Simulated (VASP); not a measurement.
# CdTe (I-4m2) in VASP: further runs

Aim: see how the results for CdTe move with the level of theory and the settings. Levels: LDA, PBE. Tasks: single point.

Program: VASP 6.6.1. These are calculated values, not measurements. Logs are shortened: lines on timing, memory, paths and dates and some standing lists are left out, and cuts for length are marked.

### Step 1. The crystal as given

The structure is tetragonal, space group I-4m2 (No. 119). Conventional cell: a = 4.594 Å, b = 4.594 Å, c = 6.449 Å, α = 90.00°, β = 90.00°, γ = 90.00°. Cd (site symmetry -4m2) has 4 Te at 2.81 Å as nearest neighbours. Te (site symmetry -4m2) is surrounded by 4 Cd at 2.81 Å.

The cell was built by a generator and isn't the measured one.

### Step 2. Single point, LDA, non-collinear spin, zero start, spin-orbit coupling

Contents of INCAR:

```
ALGO = Normal ; EDIFF = 1E-7
ENCUT = 520 ; GGA = CA
GGA_COMPAT = False ; ISIF = 2
ISMEAR = 0 ; LASPH = True
LCHARG = True ; LORBIT = 11
LREAL = False ; LSORBIT = True
LVHAR = True ; LWAVE = False
MAGMOM = 0 0 0 0 0 0 ; NELM = 60
PREC = Accurate ; SIGMA = 0.02
```

Contents of KPOINTS:

```
k-points
0
Gamma
  8 8 8
```

Contents of POSCAR:

```
CdTe
1.0
    0.0000000000      3.2486012500      3.2242975000
    3.2486012500      0.0000000000      3.2242975000
    3.2486012500      3.2486012500      0.0000000000
Cd Te
1 1
Direct
    0.0000000000      0.0000000000      0.0000000000
    0.2500000000      0.2500000000      0.2500000000
```

Potentials or basis: VASP PAW LDA potentials, release 64 (Cd, Te).

The run is started by

```
$ cat potpaw_LDA.64/Cd/POTCAR potpaw_LDA.64/Te/POTCAR > POTCAR
$ mpirun -np 1 vasp_ncl > vasp.out
```

OUTCAR:

```text
EDIFF = 1E-7
   ENCUT = 520
   GGA = CA
   ISIF = 2
   ISMEAR = 0
   LASPH = True
   LORBIT = 11
   LREAL = False
   LSORBIT = True
   NELM = 60
   PREC = Accurate

 ion  position               nearest neighbor table
   1  0.000  0.000  0.000-   2 2.81   2 2.81   2 2.81   2 2.81
   2  0.250  0.250  0.250-   1 2.81   1 2.81   1 2.81   1 2.81

  LATTYP: Found a body centered tetragonal cell.
 ALAT       =     4.5942159465
 C/A-ratio  =     1.4036334110

  Lattice vectors:

 A1 = (   0.0000000000,  -3.2486012500,  -3.2242975000)
 A2 = (   0.0000000000,   3.2486012500,  -3.2242975000)
 A3 = (   3.2486012500,   0.0000000000,   3.2242975000)

Analysis of symmetry for initial positions (statically):
=====================================================================
 Subroutine PRICEL returns:
 Original cell was already a primitive cell.

 Routine SETGRP: Setting up the symmetry group for a
 body centered tetragonal supercell.

 Subroutine GETGRP returns: Found  8 space group operations
 (whereof  8 operations were pure point group operations)
 out of a pool of 16 trial point group operations.

The static configuration has the point symmetry D_2d.

Analysis of symmetry for dynamics (positions and initial velocities):
=====================================================================
 Subroutine PRICEL returns:
 Original cell was already a primitive cell.

 Routine SETGRP: Setting up the symmetry group for a
 body centered tetragonal supercell.

 Subroutine GETGRP returns: Found  8 space group operations
 (whereof  8 operations were pure point group operations)
 out of a pool of 16 trial point group operations.

The dynamic configuration has the point symmetry D_2d.

Analysis of structural, dynamic, and magnetic symmetry:
=====================================================================
 Subroutine PRICEL returns:
 Original cell was already a primitive cell.

 Routine SETGRP: Setting up the symmetry group for a
 body centered tetragonal supercell.

 Subroutine GETGRP returns: Found  8 space group operations
 (whereof  8 operations were pure point group operations)
 out of a pool of 16 trial point group operations.

The overall configuration has the point symmetry D_2d.

 Subroutine INISYM returns: Found  8 space group operations
 (whereof  8 operations are pure point group operations),
 and found     1 'primitive' translations

----------------------------------------------------------------------------------------

                                     Primitive cell

  volume of cell :      68.0547

  direct lattice vectors                    reciprocal lattice vectors
     0.000000000  3.248601250  3.224297500    -0.153912395  0.153912395  0.155072539
     3.248601250  0.000000000  3.224297500     0.153912395 -0.153912395  0.155072539
     3.248601250  3.248601250  0.000000000     0.153912395  0.153912395 -0.155072539

  length of vectors
     4.577062863  4.577062863  4.594215946     0.267255577  0.267255577  0.267255577

  position of ions in fractional coordinates (direct lattice)
     0.000000000  0.000000000  0.000000000
     0.250000000  0.250000000  0.250000000

  ion indices of the primitive-cell ions
   primitive index   ion index
                 1           1
                 2           2

----------------------------------------------------------------------------------------

 KPOINTS: k-points

Automatic generation of k-mesh.
 Grid dimensions read from file:
 generate k-points for:    8    8    8

 Generating k-lattice:

  Cartesian coordinates                     Fractional coordinates (reciprocal lattice)
    -0.019239049  0.019239049  0.019384067     0.125000000  0.000000000  0.000000000
     0.019239049 -0.019239049  0.019384067     0.000000000  0.125000000  0.000000000
     0.019239049  0.019239049 -0.019384067     0.000000000  0.000000000  0.125000000

  Length of vectors
     0.033406947  0.033406947  0.033406947

  Shift w.r.t. Gamma in fractional coordinates (k-lattice)
     0.000000000  0.000000000  0.000000000

 Subroutine IBZKPT returns following result:
 ===========================================

 Found     87 irreducible k-points:

 Following reciprocal coordinates:
            Coordinates               Weight
  0.000000  0.000000  0.000000      1.000000
  0.125000 -0.000000  0.000000      4.000000
 -0.125000  0.000000  0.000000      4.000000
  0.250000 -0.000000  0.000000      4.000000
 -0.250000  0.000000  0.000000      4.000000
  0.375000 -0.000000  0.000000      4.000000
[... 16 lines left out ...]
 -0.375000 -0.250000  0.000000      4.000000
  0.500000  0.250000  0.000000      4.000000
 [... further k-points ...]
   k-points           NKPTS =     87   k-points in BZ     NKDIM =     87   number of bands    NBANDS=     26
   number of dos      NEDOS =    301   number of ions     NIONS =      2
   total plane-waves  NPLWV =  46656
   dimension x,y,z NGX =    36 NGY =   36 NGZ =   36
   dimension x,y,z NGXF=    72 NGYF=   72 NGZF=   72
   ions per type =               1   1
   NGX,Y,Z   is equivalent  to a cutoff of  13.08, 13.08, 13.03 a.u.
   NGXF,Y,Z  is equivalent  to a cutoff of  26.15, 26.15, 26.05 a.u.
 SYSTEM =  unknown system
   PREC   = accura    normal or accurate (medium, high low for compatibility)
   ISTART =      0    job   : 0-new  1-cont  2-samecut
   ICHARG =      2    charge: 1-file 2-atom 10-const
   ISPIN  =      1    spin polarized calculation?
   LNONCOLLINEAR =      T non collinear calculations
   LSORBIT =      T    spin-orbit coupling
   LASPH  =      T    aspherical Exc in radial PAW
   ENCUT  =  520.0 eV  38.22 Ry    6.18 a.u.   8.51  8.51  8.54*2*pi/ulx,y,z
   NELM   =     60;   NELMIN=  2; NELMDL= -5     # of ELM steps
   EDIFF  = 0.1E-06   stopping-criterion for ELM
   LREAL  =      F    real-space projection
   EDIFFG = 0.1E-05   stopping-criterion for IOM
   NSW    =      0    number of steps for IOM
   IBRION =     -1    ionic relax: 0-MD 1-quasi-New 2-CG
   NFREE  =      0    steps in history (QN), initial steepest desc. (CG)
   ISIF   =      2    stress and relaxation
   ISYM   =      2    0-nonsym 1-usesym 2-fastsym
   POTIM  = 0.5000    time-step for ionic-motion
   TEBEG  =    0.0;   TEEND  =   0.0 temperature during run
   PSTRESS=    0.0 pullay stress
   NELECT =      18.0000    total number of electrons
   NUPDOWN=      -1.0000    fix difference up-down
   EMIN   =  10.00;   EMAX   =-10.00  energy-range for DOS
   EFERMI =   0.00;   METHOD = LEGACY
   ISMEAR =     0;   SIGMA  =   0.02  broadening in eV -4-tet -1-fermi 0-gaus
   EFERMI_NEDOS =   21; number of points for ismear=-14 and -15
   IALGO  =     38    algorithm
   IMIX   =      4    mixing-type and parameters
     AMIX     =   0.40;   BMIX     =  1.00
     AMIX_MAG =   1.60;   BMIX_MAG =  1.00
  volume/ion in A,a.u.               =      34.03       229.63
  Fermi-wavevector in a.u.,A,eV,Ry     =   1.050864  1.985844 15.025109  1.104314
  Thomas-Fermi vector in A             =   2.185884
   LORBIT       =     11    0 simple, 1 ext, 2 COOP (PROOUT), +10 PAW based schemes
   GGA     = CA    functional components
   LHFCALC =     F    Hartree Fock is set to
   AEXX    =    0.0000 exact exchange contribution
   IVDW    =     0    specifies the selected vdW correction
   LEPSILON=     F    determine dielectric tensor
   LRPA    =     F    only Hartree local field effects (RPA)
 Gauss-broadening in eV      SIGMA  =   0.02
  energy-cutoff  :      520.00
  volume of cell :       68.05
 maximum number of plane-waves:      3700
 NGX is ok and might be reduce to    36
   NGX = 17   NGY = 17   NGZ = 17

 number of electron      17.9999996 magnetization      -0.0000000     -0.0000000      0.0000000

 number of electron      17.9999996 magnetization      -0.0000000     -0.0000000     -0.0000000

 number of electron      17.9999996 magnetization       0.0000000      0.0000000      0.0000000

 number of electron      17.9999996 magnetization      -0.0000000      0.0000000      0.0000000

 Free energy of the ion-electron system (eV)
  ---------------------------------------------------
  ext. energy  EPLUGINS =         0.00000000
  ---------------------------------------------------
  free energy    TOTEN  =        -6.17742357 eV

  energy without entropy =       -6.17742357  energy(sigma->0) =       -6.17742357

 E-fermi :   2.5295     XC(G=0):  -8.9472

 val. band max:        2.4431615778   @ k =   0.0000   0.0000   0.0000
 cond. band min:       2.7098483084   @ k =   0.0000   0.0000   0.0000
 fundamental gap:      0.2666867306
 Fermi energy:         2.5294648160

 k-point     1 :       0.0000    0.0000    0.0000
  band No.  band energies     occupation
      1      -9.0786      1.00000
      2      -9.0786      1.00000
      3      -6.4480      1.00000
      4      -6.4480      1.00000
      5      -6.4475      1.00000
      6      -6.4475      1.00000
[... 18 lines left out ...]
     25       6.7641      0.00000
     26       6.7641      0.00000
[... 644 lines left out ...]
      4      -6.3700      1.00000
      5      -6.2895      1.00000
      6      -6.0890      1.00000
[... 18 lines left out ...]
     25       8.7802      0.00000
     26       8.8025      0.00000

 [... further k-points ...]

------------------------ aborting loop because EDIFF is reached ----------------------------------------

  FORCE on cell =-STRESS in cart. coord.  units (eV):
  Direction    XX          YY          ZZ          XY          YZ          ZX
  --------------------------------------------------------------------------------------
  -------------------------------------------------------------------------------------
  Total       -0.5074928     -0.5074928     -0.4477353      0.0000000     -0.0000000      0.0000000
  in kB      -11.9476514    -11.9476514    -10.5408097      0.0000000     -0.0000000      0.0000000
  external PRESSURE =     -11.4787042 kB  Pullay stress =       0.0000000 kB

 VOLUME and BASIS-vectors are now :
 -----------------------------------------------------------------------------
  energy-cutoff  :      520.00
  volume of cell :       68.05
      direct lattice vectors                 reciprocal lattice vectors
     0.000000000  3.248601250  3.224297500    -0.153912395  0.153912395  0.155072539
     3.248601250  0.000000000  3.224297500     0.153912395 -0.153912395  0.155072539
     3.248601250  3.248601250  0.000000000     0.153912395  0.153912395 -0.155072539

 POSITION                                       TOTAL-FORCE (eV/Angst)
 -----------------------------------------------------------------------------------
      0.00000      0.00000      0.00000         0.000000      0.000000      0.000000
      1.62430      1.62430      1.61215        -0.000000     -0.000000      0.000000
 -----------------------------------------------------------------------------------
    total drift:                                0.000000      0.000000      0.000000

  FREE ENERGIE OF THE ION-ELECTRON SYSTEM (eV)
  ---------------------------------------------------
  free  energy   TOTEN  =        -6.1774235682 eV

  energy  without entropy=       -6.1774235682  energy(sigma->0) =       -6.17742357

 Spin-Orbit-Coupling matrix elements

 Ion:    1  E_soc:     -0.0640989
 l=   1
     0.0000000    -0.0034112    -0.0034106
    -0.0034112     0.0000000    -0.0034112
    -0.0034106    -0.0034112     0.0000000
 l=   2
     0.0000000    -0.0014558     0.0000000    -0.0014558    -0.0058158
    -0.0014558     0.0000000    -0.0043620    -0.0014561    -0.0014544
     0.0000000    -0.0043620     0.0000000    -0.0043620     0.0000000
    -0.0014558    -0.0014561    -0.0043620     0.0000000    -0.0014544
    -0.0058158    -0.0014544     0.0000000    -0.0014544     0.0000000
 l=   3
     0.0000000     0.0000000     0.0000000     0.0000000     0.0000000     0.0000000     0.0000000
     0.0000000     0.0000000     0.0000000     0.0000000     0.0000000     0.0000000     0.0000000
     0.0000000     0.0000000     0.0000000     0.0000000     0.0000000     0.0000000     0.0000000
     0.0000000     0.0000000     0.0000000     0.0000000     0.0000000     0.0000000     0.0000000
     0.0000000     0.0000000     0.0000000     0.0000000     0.0000000     0.0000000     0.0000000
     0.0000000     0.0000000     0.0000000     0.0000000     0.0000000     0.0000000     0.0000000
     0.0000000     0.0000000     0.0000000     0.0000000     0.0000000     0.0000000     0.0000000

 Ion:    2  E_soc:     -0.2058036
 l=   1
     0.0000000    -0.0342333    -0.0341738
    -0.0342333     0.0000000    -0.0342333
    -0.0341738    -0.0342333     0.0000000
 l=   2
     0.0000000    -0.0000345     0.0000000    -0.0000345    -0.0000527
    -0.0000345     0.0000000    -0.0000395    -0.0000343    -0.0000133
     0.0000000    -0.0000395     0.0000000    -0.0000395     0.0000000
    -0.0000345    -0.0000343    -0.0000395     0.0000000    -0.0000133
    -0.0000527    -0.0000133     0.0000000    -0.0000133     0.0000000
 l=   3
     0.0000000     0.0000000     0.0000000     0.0000000     0.0000000     0.0000000     0.0000000
     0.0000000     0.0000000     0.0000000     0.0000000     0.0000000     0.0000000     0.0000000
     0.0000000     0.0000000     0.0000000     0.0000000     0.0000000     0.0000000     0.0000000
     0.0000000     0.0000000     0.0000000     0.0000000     0.0000000     0.0000000     0.0000000
     0.0000000     0.0000000     0.0000000     0.0000000     0.0000000     0.0000000     0.0000000
     0.0000000     0.0000000     0.0000000     0.0000000     0.0000000     0.0000000     0.0000000
     0.0000000     0.0000000     0.0000000     0.0000000     0.0000000     0.0000000     0.0000000

 total charge

# of ion       s       p       d       tot
------------------------------------------
    1        0.486   0.321   9.521  10.328
    2        1.359   2.046   0.023   3.428
--------------------------------------------------
tot          1.844   2.367   9.544  13.756

 magnetization (x)

# of ion       s       p       d       tot
------------------------------------------
    1       -0.000   0.000  -0.000  -0.000
    2        0.000  -0.000   0.000  -0.000
--------------------------------------------------
tot         -0.000  -0.000  -0.000  -0.000

 magnetization (y)

# of ion       s       p       d       tot
------------------------------------------
    1        0.000   0.000   0.000   0.000
    2       -0.000   0.000  -0.000   0.000
--------------------------------------------------
tot          0.000   0.000  -0.000   0.000

 magnetization (z)

# of ion       s       p       d       tot
------------------------------------------
    1       -0.000  -0.000   0.000  -0.000
    2       -0.000   0.000  -0.000   0.000
--------------------------------------------------
tot         -0.000  -0.000   0.000  -0.000
```

It took 2.7 min on 1 thread of Intel Xeon 6975P-C (Granite Rapids), shared host; peak memory 0.45 GiB.

Results:

```yaml
Free_energy: -6.1774 eV
Pressure: -1.1 GPa
Net_moment: 0.00 μB per cell
Valence_electrons_inside_the_program's_atomic_spheres: Cd 10.33; Te 3.43
```

Moments on the atoms (μB; x, y, z):
```
Cd  0.00 0.00 0.00
Te  0.00 0.00 0.00
```

### Step 3. Single point, PBE, non-collinear spin, zero start, spin-orbit coupling

Changes to INCAR since step 2:

```diff
@@ -1,3 +1,3 @@
 ALGO = Normal ; EDIFF = 1E-7
-ENCUT = 520 ; GGA = CA
+ENCUT = 520 ; GGA = PE
 GGA_COMPAT = False ; ISIF = 2
```

KPOINTS is that of step 2.

POSCAR is that of step 2.

Potentials or basis: VASP PAW PBE potentials, release 64 (Cd, Te).

The run is started by

```
$ cat potpaw_PBE.64/Cd/POTCAR potpaw_PBE.64/Te/POTCAR > POTCAR
$ mpirun -np 1 vasp_ncl > vasp.out
```

Wall time 3.4 min (1 thread of Intel Xeon 6975P-C (Granite Rapids), shared host); peak memory 0.53 GiB.

Results (log left out):

```yaml
Free_energy: -4.9015 eV
Pressure: 2.7 GPa
Net_moment: 0.00 μB per cell
Valence_electrons_inside_the_program's_atomic_spheres: Cd 10.32; Te 3.43
```

Stress tensor (GPa, compression positive):
```
2.71 0.00 0.00
0.00 2.71 0.00
0.00 0.00 2.81
```

Moments on the atoms (μB; x, y, z):
```
Cd  0.00 0.00 0.00
Te  0.00 0.00 0.00
```
